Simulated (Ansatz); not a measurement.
# Sn (Fd-3m) in Ansatz: settings compared

One crystal, Sn, is run at these levels: PBE, LDA; tasks: single point, projected density of states.

Program: Ansatz 0.2.0. These are calculated values, not measurements. Logs are shortened: lines on timing, memory, paths and dates and some standing lists are left out, and cuts for length are marked.

## (1) The crystal as given

Symmetry: Fd-3m, No. 227, cubic system. Conventional cell: a = 6.467 Å, b = 6.467 Å, c = 6.467 Å, α = 90.00°, β = 90.00°, γ = 90.00°. Sn (site symmetry -43m) is surrounded by 4 Sn at 2.80 Å.

This isn't the form of Sn at room conditions, which is tetragonal (white tin).

## (2) Single point, PBE, 33.79 Å³/atom

Contents of input.yaml:

```yaml
crystal:
  lattice:
    - [-0.064666856, 3.2333428, 3.2333428]
    - [3.2333428, -0.064666856, 3.2333428]
    - [3.168675944, 3.168675944, 0.0]
  atoms:
    - { symbol: Sn, position: [0.75, 0.75, 0.75] }
    - { symbol: Sn, position: [0.5, 0.5, 0.5] }
hamiltonian:
  xc: pbe
  pseudopotentials: { kind: paw }
kpoints:
  mp_grid: { grid: [6, 6, 6] }
scf:
  occupations: { method: fermi_dirac, width: 0.05 }
output:
  forces: true
  stress: true
  eigenvalues: true
```

Potentials or basis: Ansatz PAW.

Started as:

```console
ansatz run input.yaml --threads 2 --pin off --max-ram 5632MiB --backend cpu --events-out ev --progress --plain --runs-dir out
```

Log:

```text
Warning: RAYON_NUM_THREADS=2 ignored (pool sized by the plan → 2); use --threads N
Engine: ansatz 0.2.0, aarch64-unknown-linux-gnu
Pseudopotentials: kind: paw
Pseudopotential: Sn, paw, valence charge 14, recommended cutoff 420 eV (normal), Sn.paw.azcp
Functional definition: PBE
  parameter kappa = 0.804
  parameter beta = 0.06672455060314922
  exchange = pbe_x(kappa = kappa, mu = beta*pi^2/3)
  correlation = pbe_c(beta = beta)
Crystal: 2 atoms, lattice volume = 67.579 Å³
Basis set: ecut = 420 eV, 1319 PW (Γ), exchange–correlation on 64×64×60 points (8 copies of the dense FFT grid, shifted against one another)
Bands: 18, of which v1, the nominal top of the filled ones, is band 14 counted from 1 (13 counted from 0)
Symmetry: 8 space group operations
Space group: Imma (ITA 74), of the structure as read, at distance tolerance 4.1e-5 Å
k-points: 46 of 216
Non-local potential: Sn, projectors of the file, l = 0: 2, l = 1: 2, l = 2: 2, l = 3: 2
PAW form: soft (Blöchl's): semilocal exchange-correlation on the pseudo side does not see the compensation charge
PAW one-centre angular grid: Sn, 590 points (default); XC on 64 Gauss nodes
Initial density: superposition of atomic densities (neutral atoms: chi_scale 0, normalization atom), corrected by the library's trained network
Initial wavefunctions: pseudopotential atomic-orbital guess
Functional: x = pbe(κ = 0.804, μ = 0.2195149727645171), c = pbe(β = 0.06672455060314922)
SCF iter   1: F=—  HF=-12048.307606 eV  |F-HF|=—  |Δ(HF+E_count)|=         —  Δρ=6.76e-4  dr2=2.00e-4  ethr=1.77e-3  ⟨swp⟩=5.9  Hψ=4415  notcnv=0
preconditioner: auto → none  [insulator: Δε(μ)=0.170 eV  Ē_g=20.191 eV  σ=0.050 eV  W_gap=0.66  n_scr=14 (ndim 8)  ℏωp=23.9 eV  f_vac=0.091  D(μ)=0.17/eV (n_scr^D=0)  ε∞_Penn≈2.4]
SCF iter   2: F=—  HF=-12048.306629 eV  |F-HF|=—  |Δ(HF+E_count)|=   9.77e-4  Δρ=4.32e-4  dr2=1.31e-4  ethr=7.15e-7  ⟨swp⟩=2.1  Hψ=1870  notcnv=0
SCF iter   3: F=—  HF=-12048.306659 eV  |F-HF|=—  |Δ(HF+E_count)|=   3.04e-5  Δρ=1.80e-4  dr2=2.00e-5  ethr=4.66e-7  ⟨swp⟩=2.0  Hψ=1471  notcnv=0
SCF iter   4: F=—  HF=-12048.306723 eV  |F-HF|=—  |Δ(HF+E_count)|=   6.37e-5  Δρ=6.83e-5  dr2=2.53e-6  ethr=7.15e-8  ⟨swp⟩=2.0  Hψ=1475  notcnv=0
SCF iter   5: F=—  HF=-12048.306724 eV  |F-HF|=—  |Δ(HF+E_count)|=   4.62e-7  Δρ=2.41e-5  dr2=3.01e-7  ethr=9.04e-9  ⟨swp⟩=2.0  Hψ=1469  notcnv=0
SCF iter   6: F=-12048.306723 eV  HF=-12048.306724 eV  |F-HF|=3.28e-8  |Δ(HF+E_count)|=   1.02e-7  Δρ=7.56e-6  dr2=3.16e-8  ethr=3.57e-10  ⟨swp⟩=6.0  Hψ=3935  notcnv=0
SCF 1 converged in 6 iterations: F = -12048.306723 eV  dr2 = 3.16e-8
SCF converged after 6 iterations
Free energy (F): -12048.306723 eV
Harris-Foulkes:  -12048.306724 eV  (|F-HF|=3.28e-8)
Internal energy: -12048.305166 eV  (E = F + TS)
E sigma→0 (E₀):  -12048.305945 eV
Entropy (-TS):   -0.001557 eV (-0.779 meV/atom)
Fermi energy:    7.924605 eV
--- Per-component energies (eV) ---
  E_band       = -244.435986
  E_kinetic    = 375.441228
  E_local      = -2289.332209  (includes V_loc(G=0)·N_el)
  E_nonlocal   = -63.805201
  E_hartree    = 1320.502078
  E_xc         = -764.323174
  E_vxc        = -191.401520  (∫ρ·V_xc dr)
  E_paw        = -8276.157422  (= ΣΔE_a)
  E_vpaw       = -716.332635  (= ΣTr[D̂ρ^β])
  E_aug_tail   = -0.000001  (compensation charges beyond the density's cutoff)
  E_ewald      = -2350.630465
  E_smearing   = -0.001557  (= −TS)
  E_closure    = 0.000000  (closes the sum)
  Σ components = -12048.306723   (vs F -12048.306723, Δ=0.00e0)
--- Forces (eV/Å), atoms counted from 1 ---
  atom   1  Sn     0.00000000    -0.00000000     0.41436753
  atom   2  Sn     0.00000000     0.00000000    -0.41436753
  max |Σ_I F_I| component: 5.55e-17 eV/Å
--- Stress (GPa, compression-positive) ---
        4.013940       2.121412      -0.000000
        2.121412       4.013940       0.000000
       -0.000000       0.000000       3.977077
  P = ⅓ Tr σ = 4.0017 GPa (40.017 kbar)
--- Band table (eV; the first three rows and the last of 46) ---
  k-point 0: bands = ["-13.7696", "-13.7331", "-13.6965", "-13.6733", "-13.6712", "-13.3820", "-13.3507", "-13.3412", "-13.3399", "-13.3201", "-2.7080", "7.3891", "8.0386", "8.0504", "8.0946", "9.8947", "10.1740", "10.3857"]
  k-point 1: bands = ["-13.7723", "-13.7383", "-13.7225", "-13.6457", "-13.6387", "-13.4002", "-13.3823", "-13.3444", "-13.3264", "-13.3023", "-2.4262", "5.2243", "7.5550", "7.5686", "8.4877", "10.5207", "10.8235", "11.4519"]
  k-point 2: bands = ["-13.7789", "-13.7401", "-13.7298", "-13.6127", "-13.6082", "-13.4153", "-13.4153", "-13.3632", "-13.3136", "-13.2871", "-1.6424", "2.8341", "6.9687", "6.9849", "8.0547", "11.0334", "11.2999", "13.6458"]
  k-point 45: bands = ["-13.8134", "-13.7598", "-13.6491", "-13.6491", "-13.5209", "-13.4875", "-13.4246", "-13.4080", "-13.2909", "-13.2511", "0.2426", "0.6053", "5.3247", "5.6408", "8.6113", "8.9794", "15.7471", "15.8127"]
```

Wall time 1.7 s (2 threads of Arm Neoverse V1, shared host); peak memory 0.34 GiB.

What came out:

```
Free energy            : -12048.3067 eV
Pressure               : 4.0 GPa
Largest force          : 0.414 eV/Å
Band gap on the k mesh : none (metal or under the smearing width)
```

## (3) Single point, PBE, 33.80 Å³/atom

input.yaml: that of step 2 with these lines changed.

```diff
@@ -2,5 +2,5 @@
   lattice:
-    - [-0.064666856, 3.2333428, 3.2333428]
-    - [3.2333428, -0.064666856, 3.2333428]
-    - [3.168675944, 3.168675944, 0.0]
+    - [-0.032333428, 3.2333428, 3.2333428]
+    - [3.2333428, -0.032333428, 3.2333428]
+    - [3.201009372, 3.201009372, 0.0]
   atoms:
```

Potentials or basis: Ansatz PAW.

Started as:

```console
ansatz run input.yaml --threads 2 --pin off --max-ram 5632MiB --backend cpu --events-out ev --progress --plain --runs-dir out
```

Run time: 2 s. Hardware: 2 threads of Arm Neoverse V1, shared host; peak memory 0.34 GiB.

The run converged. Its results:

```yaml
Free_energy: -12048.3205 eV
Pressure: 3.9 GPa
Largest_force: 0.210 eV/Å
Band_gap_on_the_k_mesh: none (metal or under the smearing width)
```

## (4) Projected density of states, LDA

Contents of input.yaml:

```yaml
crystal:
  lattice:
    - [0.0, 3.2333428, 3.2333428]
    - [3.2333428, 0.0, 3.2333428]
    - [3.2333428, 3.2333428, 0.0]
  atoms:
    - { symbol: Sn, position: [0.75, 0.75, 0.75] }
    - { symbol: Sn, position: [0.5, 0.5, 0.5] }
hamiltonian:
  xc: lda
  pseudopotentials: { kind: paw }
kpoints:
  mp_grid: { grid: [4, 4, 4] }
scf:
  occupations: { method: fermi_dirac, width: 0.05 }
  n_extra_bands: 6
output:
  forces: true
  stress: true
  eigenvalues: true
  dos: { projected: true, de: 0.05, nscf_kmesh: { grid: [6, 6, 6] } }
```

Started as:

```console
ansatz run input.yaml --threads 2 --pin off --max-ram 5632MiB --backend cpu --events-out ev --progress --plain --runs-dir out
```

Run time: 0.99 s. Hardware: 2 threads of Arm Neoverse V1, shared host; peak memory 0.28 GiB.

It converged, with:

| Quantity | Value |
| --- | --- |
| Free energy | -11758.8316 eV |
| Pressure | 0.8 GPa |
| Band gap on the k mesh | none (metal or under the smearing width) |
| Density of states at the Fermi level | 0.04 states/eV per cell |

Levels at points of the mesh, in eV from the Fermi level:
| k point | band 10 | band 11 | band 12 | band 13 | band 14 | band 15 | band 16 | band 17 | band 18 | band 19 |
| --- | --- | --- | --- | --- | --- | --- | --- | --- | --- | --- |
| (0.00, 0.00, 0.00) | -21.10 | -10.63 | -0.66 | 0.20 | 0.20 | 0.20 | 2.26 | 2.26 | 2.26 | 4.96 |
| (0.00, 0.00, -0.50) | -21.06 | -8.99 | -6.28 | -1.02 | -1.02 | 0.00 | 3.33 | 3.33 | 5.63 | 8.53 |
| (0.00, -0.50, -0.50) | -21.03 | -7.50 | -7.50 | -2.39 | -2.39 | 0.85 | 0.85 | 7.82 | 7.82 | 9.36 |

States per cell in windows of 1 eV (zero at the Fermi level; states under -8 eV left out):
```csv
from (eV),total,Sn 5p,Sn 5s
-8.0,0.25,0.08,0.17
-7.0,0.89,0.35,0.53
-6.0,0.58,0.25,0.32
-5.0,0.26,0.11,0.14
-4.0,0.36,0.28,0.08
-3.0,1.71,1.60,0.09
-2.0,1.63,1.59,0.03
-1.0,0.48,0.48,0.00
0.0,0.24,0.14,0.09
1.0,1.45,0.95,0.40
2.0,1.42,0.99,0.29
3.0,1.58,1.23,0.11
4.0,1.17,0.84,0.05
5.0,1.87,1.17,0.12
6.0,0.94,0.30,0.02
7.0,1.73,0.17,0.03
```

Caveat: the k mesh is coarse (spacing up to 0.42 Å⁻¹), so the values aren't converged; the PAW data sets come from PBE, with cores solved anew for the run's functional, which leaves a small shift of forces and pressure; the density of states is complete only up to the lowest level of the last band computed.
